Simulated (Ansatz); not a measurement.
# Mg2Ge: the cell at several levels of theory

One table from this session's results is given with a row withheld; the runs are named, their logs left out.

Program: Ansatz 0.2.0. PAW datasets, plane waves, zero pressure. The values are computed, spin-unpolarised, and not measurements.

## The system as given

It is cubic, Fm-3m (No. 225); conventional cell a = 6.369 Å, 21.53 Å³ an atom. Mg has 4 Ge at 2.76 Å; Ge has 8 Mg at 2.76 Å.

The structure in full:

```xyz
3
Lattice="0.0000 3.1843 3.1843 3.1843 0.0000 3.1843 3.1843 3.1843 0.0000" Properties=species:S:1:pos:R:3 pbc="T T T"
Mg    4.7764    4.7764    4.7764
Mg    1.5921    1.5921    1.5921
Ge    0.0000    0.0000    0.0000
```

Set-up of the first run:

The input, input.yaml:

```yaml
crystal:
  lattice:
    - [0.0, 3.1842959198, 3.1842959198]
    - [3.1842959198, 0.0, 3.1842959198]
    - [3.1842959198, 3.1842959198, 0.0]
  atoms:
    - { symbol: Mg, position: [0.75, 0.75, 0.75] }
    - { symbol: Mg, position: [0.25, 0.25, 0.25] }
    - { symbol: Ge, position: [0.0, 0.0, 0.0] }
kpoints:
  mp_grid: { grid: [6, 6, 6] }
hamiltonian:
  xc: pbe
scf:
  occupations: { method: fermi_dirac, width: 0.02 }
relax:
  f_tol: 0.005
  cell: {}
```

Launch:

```console
> ansatz run input.yaml --threads 2 --pin off --max-ram 2211MiB --backend cpu --events-out ev --progress --plain --runs-dir out
```

Steps of the session up to this table: PBE: cell and atoms; r2SCAN: cell and atoms; PBEsol: cell and atoms; LDA: cell and atoms; HSE06: cell and atoms.

One of the session's tables, all rows but one given; the rest of the session is left out.

| level | a (Å) | volume (Å³/atom) |
| --- | --- | --- |
| PBE | 6.419 | 22.041 |
| r2SCAN | 6.366 | 21.501 |
| PBEsol | 6.362 | 21.457 |
| LDA | ? | ? |
| HSE06 | 6.377 | 21.614 |

**Question.** Estimate the row for LDA.

**Answer.** a (Å): 6.284; volume (Å³/atom): 20.676. In the column «a (Å)» it is the lowest.

What this shows: From the start to the first minimum the volume moved by +2.4 %. The volume runs from LDA (least) to PBE (most), a spread of 6.6 %, or 2.2 % in length if all axes shared it alike. The meshes differ: PBE 6×6×6, r2SCAN 6×6×6, PBEsol 6×6×6, LDA 6×6×6, HSE06 4×4×4.
